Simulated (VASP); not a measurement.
# NaF (Villiaumite) (Fm-3m) in VASP: a series of runs

Runs on NaF (Villiaumite). Level: PBE. Tasks: relaxation of cell and atoms, relaxation of the atoms.

Everything below comes from runs of VASP 6.6.1. Logs are shortened: lines on timing, memory, paths and dates and some standing lists are left out, and cuts for length are marked.

**1. The structure**

Symmetry: Fm-3m, No. 225, cubic system. Conventional cell: a = 4.640 Å, b = 4.640 Å, c = 4.640 Å, α = 90.00°, β = 90.00°, γ = 90.00°. Na (site symmetry m-3m) is surrounded by 6 F at 2.32 Å. F (site symmetry m-3m) is surrounded by 6 Na at 2.32 Å.

**2. Relaxation of cell and atoms, PBE**

Contents of INCAR:

```
SYSTEM = NaF
  PREC = Accurate
  ENCUT = 600
  EDIFF = 1E-6
  ISMEAR = 0
  SIGMA = 0.03
  LREAL = .False.
  LASPH = .True.
  NELM = 80
  ALGO = Normal
  ISIF = 3
  LWAVE = .False.
  LCHARG = .False.
  GGA = PE
  IBRION = 2
  NSW = 90
  EDIFFG = -0.01
```

Contents of KPOINTS:

```
Automatic mesh
0
Gamma
  10 10 10
  0 0 0
```

Contents of POSCAR:

```
NaF
1.0
    0.0000000000      2.3200000000      2.3200000000
    2.3200000000      0.0000000000      2.3200000000
    2.3200000000      2.3200000000      0.0000000000
Na F
1 1
Direct
    0.0000000000      0.0000000000      0.0000000000
    0.5000000000      0.5000000000      0.5000000000
```

Potentials or basis: VASP PAW PBE potentials, release 64 (Na_pv, F).

Command:

```sh
$ cat potpaw_PBE.64/Na_pv/POTCAR potpaw_PBE.64/F/POTCAR > POTCAR
$ mpirun -np 1 vasp_std > vasp.out
```

OUTCAR:

```text
SYSTEM = NaF
   PREC = Accurate
   ENCUT = 600
   EDIFF = 1E-6
   ISMEAR = 0
   LREAL = .False.
   LASPH = .True.
   NELM = 80
   ISIF = 3
   GGA = PE
   IBRION = 2
   NSW = 90
   EDIFFG = -0.01

 ion  position               nearest neighbor table
   1  0.000  0.000  0.000-   2 2.32   2 2.32   2 2.32   2 2.32   2 2.32   2 2.32
   2  0.500  0.500  0.500-   1 2.32   1 2.32   1 2.32   1 2.32   1 2.32   1 2.32

  LATTYP: Found a face centered cubic cell.
 ALAT       =     4.6400000000

  Lattice vectors:

 A1 = (   0.0000000000,   2.3200000000,   2.3200000000)
 A2 = (   2.3200000000,   0.0000000000,   2.3200000000)
 A3 = (   2.3200000000,   2.3200000000,   0.0000000000)

Analysis of symmetry for initial positions (statically):
=====================================================================
 Subroutine PRICEL returns:
 Original cell was already a primitive cell.

 Routine SETGRP: Setting up the symmetry group for a
 face centered cubic supercell.

 Subroutine GETGRP returns: Found 48 space group operations
 (whereof 48 operations were pure point group operations)
 out of a pool of 48 trial point group operations.

The static configuration has the point symmetry O_h .

Analysis of symmetry for dynamics (positions and initial velocities):
=====================================================================
 Subroutine PRICEL returns:
 Original cell was already a primitive cell.

 Routine SETGRP: Setting up the symmetry group for a
 face centered cubic supercell.

 Subroutine GETGRP returns: Found 48 space group operations
 (whereof 48 operations were pure point group operations)
 out of a pool of 48 trial point group operations.

The dynamic configuration has the point symmetry O_h .

 Subroutine INISYM returns: Found 48 space group operations
 (whereof 48 operations are pure point group operations),
 and found     1 'primitive' translations

----------------------------------------------------------------------------------------

                                     Primitive cell

  volume of cell :      24.9743

  direct lattice vectors                    reciprocal lattice vectors
     0.000000000  2.320000000  2.320000000    -0.215517241  0.215517241  0.215517241
     2.320000000  0.000000000  2.320000000     0.215517241 -0.215517241  0.215517241
     2.320000000  2.320000000  0.000000000     0.215517241  0.215517241 -0.215517241

  length of vectors
     3.280975465  3.280975465  3.280975465     0.373286812  0.373286812  0.373286812

  position of ions in fractional coordinates (direct lattice)
     0.000000000  0.000000000  0.000000000
     0.500000000  0.500000000  0.500000000

  ion indices of the primitive-cell ions
   primitive index   ion index
                 1           1
                 2           2

----------------------------------------------------------------------------------------

 KPOINTS: Automatic mesh

Automatic generation of k-mesh.
 Grid dimensions read from file:
 generate k-points for:   10   10   10

 Generating k-lattice:

  Cartesian coordinates                     Fractional coordinates (reciprocal lattice)
    -0.021551724  0.021551724  0.021551724     0.100000000  0.000000000  0.000000000
     0.021551724 -0.021551724  0.021551724     0.000000000  0.100000000  0.000000000
     0.021551724  0.021551724 -0.021551724     0.000000000  0.000000000  0.100000000

  Length of vectors
     0.037328681  0.037328681  0.037328681

  Shift w.r.t. Gamma in fractional coordinates (k-lattice)
     0.000000000  0.000000000  0.000000000

 Subroutine IBZKPT returns following result:
 ===========================================

 Found     47 irreducible k-points:

 Following reciprocal coordinates:
            Coordinates               Weight
  0.000000  0.000000  0.000000      1.000000
  0.100000  0.000000  0.000000      8.000000
  0.200000  0.000000  0.000000      8.000000
  0.300000  0.000000  0.000000      8.000000
  0.400000  0.000000  0.000000      8.000000
  0.500000  0.000000  0.000000      4.000000
[... 16 lines left out ...]
  0.300000  0.300000  0.000000      6.000000
  0.400000  0.300000  0.000000     24.000000
 [... further k-points ...]
   k-points           NKPTS =     47   k-points in BZ     NKDIM =     47   number of bands    NBANDS=     11
   number of dos      NEDOS =    301   number of ions     NIONS =      2
   total plane-waves  NPLWV =  21952
   dimension x,y,z NGX =    28 NGY =   28 NGZ =   28
   dimension x,y,z NGXF=    56 NGYF=   56 NGZF=   56
   ions per type =               1   1
   NGX,Y,Z   is equivalent  to a cutoff of  14.19, 14.19, 14.19 a.u.
   NGXF,Y,Z  is equivalent  to a cutoff of  28.38, 28.38, 28.38 a.u.
 SYSTEM =  NaF
   PREC   = accura    normal or accurate (medium, high low for compatibility)
   ISTART =      0    job   : 0-new  1-cont  2-samecut
   ICHARG =      2    charge: 1-file 2-atom 10-const
   ISPIN  =      1    spin polarized calculation?
   LNONCOLLINEAR =      F non collinear calculations
   LSORBIT =      F    spin-orbit coupling
   LASPH  =      T    aspherical Exc in radial PAW
   ENCUT  =  600.0 eV  44.10 Ry    6.64 a.u.   6.55  6.55  6.55*2*pi/ulx,y,z
   NELM   =     80;   NELMIN=  2; NELMDL= -5     # of ELM steps
   EDIFF  = 0.1E-05   stopping-criterion for ELM
   LREAL  =      F    real-space projection
   EDIFFG = -.1E-01   stopping-criterion for IOM
   NSW    =     90    number of steps for IOM
   IBRION =      2    ionic relax: 0-MD 1-quasi-New 2-CG
   NFREE  =      1    steps in history (QN), initial steepest desc. (CG)
   ISIF   =      3    stress and relaxation
   ISYM   =      2    0-nonsym 1-usesym 2-fastsym
   POTIM  = 0.5000    time-step for ionic-motion
   TEBEG  =    0.0;   TEEND  =   0.0 temperature during run
   PSTRESS=    0.0 pullay stress
   NELECT =      14.0000    total number of electrons
   NUPDOWN=      -1.0000    fix difference up-down
   EMIN   =  10.00;   EMAX   =-10.00  energy-range for DOS
   EFERMI =   0.00;   METHOD = LEGACY
   ISMEAR =     0;   SIGMA  =   0.03  broadening in eV -4-tet -1-fermi 0-gaus
   EFERMI_NEDOS =   21; number of points for ismear=-14 and -15
   IALGO  =     38    algorithm
   IMIX   =      4    mixing-type and parameters
     AMIX     =   0.40;   BMIX     =  1.00
     AMIX_MAG =   1.60;   BMIX_MAG =  1.00
  volume/ion in A,a.u.               =      12.49        84.27
  Fermi-wavevector in a.u.,A,eV,Ry     =   1.349852  2.550851 24.791186  1.822101
  Thomas-Fermi vector in A             =   2.477405
   LORBIT       =      0    0 simple, 1 ext, 2 COOP (PROOUT), +10 PAW based schemes
   GGA     = PE    functional components
   LHFCALC =     F    Hartree Fock is set to
   AEXX    =    0.0000 exact exchange contribution
   IVDW    =     0    specifies the selected vdW correction
   LEPSILON=     F    determine dielectric tensor
   LRPA    =     F    only Hartree local field effects (RPA)
 conjugate gradient relaxation of ions
 non-spin polarized calculation
 Gauss-broadening in eV      SIGMA  =   0.03
  energy-cutoff  :      600.00
  volume of cell :       24.97
 maximum number of plane-waves:       869
 NGX is ok and might be reduce to    28
   NGX = 13   NGY = 13   NGZ = 13

--------------------------------------- Ionic step        1  -------------------------------------------

 number of electron      14.0000006 magnetization

 Free energy of the ion-electron system (eV)
  ---------------------------------------------------
  ext. energy  EPLUGINS =         0.00000000
  ---------------------------------------------------
  free energy    TOTEN  =        -8.56474343 eV

  energy without entropy =       -8.56474343  energy(sigma->0) =       -8.56474343

------------------------ aborting loop because EDIFF is reached ----------------------------------------

  FORCE on cell =-STRESS in cart. coord.  units (eV):
  Direction    XX          YY          ZZ          XY          YZ          ZX
  --------------------------------------------------------------------------------------
  -------------------------------------------------------------------------------------
  Total        0.2642203      0.2642203      0.2642203      0.0000000     -0.0000000      0.0000000
  in kB       16.9505090     16.9505090     16.9505090      0.0000000     -0.0000000      0.0000000
  external PRESSURE =      16.9505090 kB  Pullay stress =       0.0000000 kB

 VOLUME and BASIS-vectors are now :
 -----------------------------------------------------------------------------
  energy-cutoff  :      600.00
  volume of cell :       24.97
      direct lattice vectors                 reciprocal lattice vectors
     0.000000000  2.320000000  2.320000000    -0.215517241  0.215517241  0.215517241
     2.320000000  0.000000000  2.320000000     0.215517241 -0.215517241  0.215517241
     2.320000000  2.320000000  0.000000000     0.215517241  0.215517241 -0.215517241
[... 73 lines left out ...]
 POSITION                                       TOTAL-FORCE (eV/Angst)
 -----------------------------------------------------------------------------------
      0.00000      0.00000      0.00000        -0.000000     -0.000000      0.000000
      2.34290      2.34290      2.34290         0.000000      0.000000     -0.000000
 -----------------------------------------------------------------------------------
    total drift:                                0.000000      0.000000      0.000000

  FREE ENERGIE OF THE ION-ELECTRON SYSTEM (eV)
  ---------------------------------------------------
  free  energy   TOTEN  =        -8.5692238138 eV

  energy  without entropy=       -8.5692238138  energy(sigma->0) =       -8.56922381

--------------------------------------- Ionic step        4  -------------------------------------------

 number of electron      14.0000003 magnetization

 Free energy of the ion-electron system (eV)
  ---------------------------------------------------
  ext. energy  EPLUGINS =         0.00000000
  ---------------------------------------------------
  free energy    TOTEN  =        -8.56933842 eV

  energy without entropy =       -8.56933842  energy(sigma->0) =       -8.56933842

 E-fermi :  -2.0932     XC(G=0):  -8.9728

 val. band max:       -2.2482439633   @ k =   0.0000   0.0000   0.0000
 cond. band min:       3.8500608303   @ k =   0.0000   0.0000   0.0000
 fundamental gap:      6.0983047936
 Fermi energy:        -2.0931675512

 k-point     1 :       0.0000    0.0000    0.0000
  band No.  band energies     occupation
      1     -21.3597      2.00000
      2     -21.3101      2.00000
      3     -21.3101      2.00000
      4     -21.3101      2.00000
      5      -2.2482      2.00000
      6      -2.2482      2.00000
      7      -2.2482      2.00000
      8       3.8501      0.00000
      9      16.4541      0.00000
     10      16.4541      0.00000
     11      16.4541      0.00000

 k-point     2 :       0.1000    0.0000    0.0000
  band No.  band energies     occupation
      1     -21.5614      2.00000
      2     -21.3112      2.00000
      3     -21.3112      2.00000
      4     -21.0965      2.00000
      5      -2.4349      2.00000
      6      -2.2712      2.00000
      7      -2.2712      2.00000
      8       4.1982      0.00000
      9      15.1903      0.00000
     10      16.5993      0.00000
     11      16.5993      0.00000
[... 295 lines left out ...]
 k-point    24 :       0.4000    0.3000    0.0000
  band No.  band energies     occupation
      1     -21.6949      2.00000
      2     -21.3518      2.00000
      3     -21.3450      2.00000
      4     -20.8618      2.00000
      5      -3.3636      2.00000
      6      -2.6114      2.00000
      7      -2.5586      2.00000
      8       8.0287      0.00000
      9      11.4374      0.00000
     10      14.0875      0.00000
     11      16.9057      0.00000

 [... further k-points ...]

------------------------ aborting loop because EDIFF is reached ----------------------------------------

  FORCE on cell =-STRESS in cart. coord.  units (eV):
  Direction    XX          YY          ZZ          XY          YZ          ZX
  --------------------------------------------------------------------------------------
  -------------------------------------------------------------------------------------
  Total       -0.0023503     -0.0023503     -0.0023503      0.0000000     -0.0000000      0.0000000
  in kB       -0.1456569     -0.1456569     -0.1456569      0.0000000     -0.0000000      0.0000000
  external PRESSURE =      -0.1456569 kB  Pullay stress =       0.0000000 kB

 VOLUME and BASIS-vectors are now :
 -----------------------------------------------------------------------------
  energy-cutoff  :      600.00
  volume of cell :       25.85
      direct lattice vectors                 reciprocal lattice vectors
     0.000000000  2.346866613  2.346866613    -0.213050029  0.213050029  0.213050029
     2.346866613  0.000000000  2.346866613     0.213050029 -0.213050029  0.213050029
     2.346866613  2.346866613  0.000000000     0.213050029  0.213050029 -0.213050029

 POSITION                                       TOTAL-FORCE (eV/Angst)
 -----------------------------------------------------------------------------------
      2.34687      2.34687      4.69373        -0.000000      0.000000     -0.000000
      2.34687      2.34687      2.34687         0.000000     -0.000000      0.000000
 -----------------------------------------------------------------------------------
    total drift:                                0.000000      0.000000      0.000000

  FREE ENERGIE OF THE ION-ELECTRON SYSTEM (eV)
  ---------------------------------------------------
  free  energy   TOTEN  =        -8.5693384159 eV

  energy  without entropy=       -8.5693384159  energy(sigma->0) =       -8.56933842

 reached required accuracy - stopping structural energy minimisation
```

It took 28 s on 1 thread of AMD EPYC 9R45 (Zen 5), shared host; peak memory 0.12 GiB.

What came out:

| Property | Result |
| --- | --- |
| Free energy | -8.5693 eV |
| Relaxed volume | 12.93 Å³/atom |
| Relaxed cell | a = 3.319 Å, b = 3.319 Å, c = 3.319 Å, α = 60.00°, β = 60.00°, γ = 60.00° |
| Space group after relaxing (to 0.05 Å) | Fm-3m (No. 225) |
| Energy gained by relaxing | 2.3 meV/atom |
| Ionic steps | 4 |
| Pressure after relaxing | 0.0 GPa |
| Band gap on the k mesh | 6.10 eV, direct |

The path:
```csv
step,energy change (eV),largest force (eV/Å),pressure (GPa),volume (Å³)
1,0.0000,0.0000,1.70,24.97
2,-0.0037,0.0000,0.68,25.45
3,-0.0045,0.0000,0.22,25.72
4,-0.0046,0.0000,-0.01,25.85
```

Final structure:
```
CELL_PARAMETERS angstrom
0.00000 2.34687 2.34687
2.34687 0.00000 2.34687
2.34687 2.34687 0.00000
ATOMIC_POSITIONS crystal
Na 0.00000 0.00000 0.00000
F 0.50000 0.50000 0.50000
```

A k mesh can miss the band edges. Zero-point motion and thermal expansion aren't in these numbers.

**3. Relaxation of cell and atoms, PBE**

This run uses another cell than the first one, of 12.93 Å³/atom, 1.035 times its volume.

INCAR: that of step 2 with these lines changed.

```diff
@@ -3,3 +3,3 @@
   ENCUT = 600
-  EDIFF = 1E-6
+  EDIFF = 1E-7
   ISMEAR = 0
@@ -16,2 +16,2 @@
   NSW = 90
-  EDIFFG = -0.01
+  EDIFFG = -0.005
```

KPOINTS is that of step 2.

Contents of POSCAR:

```
NaF                                     
1.0
    0.0000000000      2.3468666130      2.3468666130
    2.3468666130      0.0000000000      2.3468666130
    2.3468666130      2.3468666130      0.0000000000
  Na              F             
     1     1
Direct
     1.0000000000000000    1.0000000000000000    0.0000000000000000
     0.5000000000000000    0.5000000000000000    0.5000000000000000
```

Potentials or basis: VASP PAW PBE potentials, release 64 (Na_pv, F).

Command:

```sh
$ cat potpaw_PBE.64/Na_pv/POTCAR potpaw_PBE.64/F/POTCAR > POTCAR
$ mpirun -np 1 vasp_std > vasp.out
```

Wall time 12 s (1 thread of AMD EPYC 9R45 (Zen 5), shared host); peak memory 0.12 GiB.

It converged, with:

- Free energy: -8.5711 eV
- Pressure after relaxing: 0.0 GPa
- Band gap on the k mesh: 6.10 eV, direct

Final structure:
```
Na F
1.0
     0.00000    2.34687    2.34687
     2.34687    0.00000    2.34687
     2.34687    2.34687    0.00000
Na F
1 1
Direct
  0.00000 0.00000 0.00000
  0.50000 0.50000 0.50000
```

Levels at points of the mesh, in eV from the valence-band top:
| k point | band 3 | band 4 | band 5 | band 6 | band 7 | band 8 | band 9 | band 10 | band 11 |
| --- | --- | --- | --- | --- | --- | --- | --- | --- | --- |
| (0.00, 0.00, 0.00) | -19.06 | -19.06 | 0.00 | 0.00 | 0.00 | 6.10 | 18.70 | 18.70 | 18.70 |
| (0.50, 0.00, 0.00) | -19.07 | -18.27 | -1.51 | -0.24 | -0.24 | 10.55 | 12.14 | 19.70 | 19.70 |
| (0.50, 0.50, 0.00) | -19.11 | -18.88 | -1.21 | -0.39 | -0.39 | 12.84 | 13.18 | 13.23 | 19.27 |

Caveat: the relaxation stopped at its first step, so nothing moved. A k mesh can miss the band edges.

**4. Relaxation of the atoms, PBE (a relaxed cell with its volume scaled by 0.94)**

INCAR: that of step 3 with these lines changed.

```diff
@@ -9,4 +9,4 @@
   NELM = 80
-  ALGO = Normal
-  ISIF = 3
+  ALGO = Fast
+  ISIF = 2
   LWAVE = .False.
@@ -15,3 +15,3 @@
   IBRION = 2
-  NSW = 90
-  EDIFFG = -0.005
+  NSW = 40
+  EDIFFG = -0.01
```

KPOINTS is that of step 3.

Contents of POSCAR:

```
NaF                                     
1.0
    0.0000000000      2.2989579331      2.2989579331
    2.2989579331      0.0000000000      2.2989579331
    2.2989579331      2.2989579331      0.0000000000
  Na              F             
     1     1
Direct
     0.0000000000000000    0.0000000000000000    0.0000000000000000
     0.5000000000000000    0.5000000000000000    0.5000000000000000
```

Command:

```sh
$ cat potpaw_PBE.64/Na_pv/POTCAR potpaw_PBE.64/F/POTCAR > POTCAR
$ mpirun -np 1 vasp_std > vasp.out
```

Run time: 16 s. Hardware: 1 thread of AMD EPYC 9R45 (Zen 5), shared host; peak memory 0.11 GiB.

Results (log left out):

```
Free energy             : -8.5528 eV
Pressure after relaxing : 3.3 GPa
Band gap on the k mesh  : 6.43 eV, direct
```

Final structure:
```
CELL_PARAMETERS angstrom
0.00000 2.29896 2.29896
2.29896 0.00000 2.29896
2.29896 2.29896 0.00000
ATOMIC_POSITIONS crystal
Na 0.00000 0.00000 0.00000
F 0.50000 0.50000 0.50000
```

Levels at points of the mesh, in eV from the valence-band top:
| k point | band 4 | band 5 | band 6 | band 7 | band 8 | band 9 | band 10 | band 11 |
| --- | --- | --- | --- | --- | --- | --- | --- | --- |
| (0.00, 0.00, 0.00) | -18.88 | 0.00 | 0.00 | 0.00 | 6.43 | 19.15 | 19.15 | 19.15 |
| (0.50, 0.00, 0.00) | -18.11 | -1.64 | -0.27 | -0.27 | 10.93 | 12.67 | 20.38 | 20.38 |
| (0.50, 0.50, 0.00) | -18.93 | -1.31 | -0.41 | -0.41 | 13.35 | 13.39 | 13.84 | 20.10 |

Caveat: the relaxation stopped at its first step, so nothing moved. A k mesh can miss the band edges.
